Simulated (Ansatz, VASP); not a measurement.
**One calculation of CdTe, two programs**

```xyz
2
Lattice="0.0000 3.3096 3.3096 3.3096 0.0000 3.3096 3.3096 3.3096 0.0000" Properties=species:S:1:pos:R:3 pbc="T T T"
Cd    0.0000    0.0000    0.0000
Te    1.6548    1.6548    1.6548
```

Alike in both runs: functional PBE; k mesh 8 × 8 × 8; occupations gaussian, width 0.02 eV; no spin polarisation.

Ansatz relaxed the structure, and its values are those at the end. VASP's run is a single point on that final structure, the one shown.

|  | VASP | Ansatz |
| --- | --- | --- |
| version | VASP 6.6.1 | Ansatz 0.2.0 |
| potentials or method | VASP PAW PBE potentials, release 64 (Cd, Te) | scalar-relativistic, plane waves, PAW |
| plane-wave cutoff (eV) | 520 | 420 |
| valence electrons in the cell | 18 | 36 |

VASP gave:

| Property | Result |
| --- | --- |
| gap on the k mesh at the Fermi level (eV) | 0.58 |
| least direct gap on the mesh (eV) | 0.58 |
| pressure (GPa) | 0.1 |

Task: Estimate Ansatz's values.

Result: gap on the k mesh at the Fermi level (eV): 0.58; least direct gap on the mesh (eV): 0.58; pressure (GPa): 0.0.

The two sets of potentials don't hold the same shells in valence.

Caveats: spin-orbit coupling is left out, which moves the levels of the heavy elements.
